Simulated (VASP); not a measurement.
Here is a VASP 6.6.1 calculation.

File INCAR:

```
SYSTEM = Si
PREC     = Accurate       ! precision mode
ENCUT    = 600            ! plane-wave cutoff, eV
EDIFF    = 1E-6           ! SCF threshold, eV
ISMEAR   = 0              ! smearing method
SIGMA    = 0.03           ! smearing width, eV
LREAL    = .FALSE.        ! projectors in reciprocal space
LASPH    = .TRUE.         ! aspherical terms in the spheres
NELM     = 80             ! most SCF steps
ALGO     = Normal         ! electronic algorithm
ISIF     = 3              ! what is computed and relaxed
LWAVE    = .FALSE.        ! write WAVECAR
LCHARG   = .FALSE.        ! write CHGCAR
GGA      = PS             ! functional
IBRION   = 2              ! ionic algorithm
NSW      = 90             ! ionic steps
EDIFFG   = -0.01          ! ionic threshold
```

Contents of KPOINTS:

```
regular mesh
0
G
  10 10 10
  0 0 0
```

File POSCAR:

```
Si
1.0
    0.0000000000      2.7135600000      2.7135600000
    2.7135600000      0.0000000000      2.7135600000
    2.7135600000      2.7135600000      0.0000000000
Si
2
Direct
    0.7500000000      0.7500000000      0.7500000000
    0.5000000000      0.5000000000      0.5000000000
```

Potentials or basis: VASP PAW PBE potentials, release 64 (Si).

Run with:

```console
$ cat potpaw_PBE.64/Si/POTCAR > POTCAR
$ mpirun -np 1 vasp_std > vasp.out
```

Q: Estimate the relaxed volume.

A: 20.08 Å³/atom.

Q: Predict the space group after relaxing (to 0.05 Å).

A: Fd-3m (No. 227).

Q: Predict the band gap on the k mesh.

A: 0.47 eV, indirect (least direct gap 2.52 eV).

Q: Predict the relaxed cell.

A: a = 3.844 Å, b = 3.844 Å, c = 3.844 Å, α = 60.00°, β = 60.00°, γ = 60.00°.

Final structure:
```
CELL_PARAMETERS angstrom
0.00000 2.71785 2.71785
2.71785 0.00000 2.71785
2.71785 2.71785 0.00000
ATOMIC_POSITIONS crystal
Si 0.75000 0.75000 0.75000
Si 0.50000 0.50000 0.50000
```

Caveat: the PAW data sets were made with another functional, which shifts forces and pressure a little. Zero-point motion and thermal expansion aren't in these numbers.
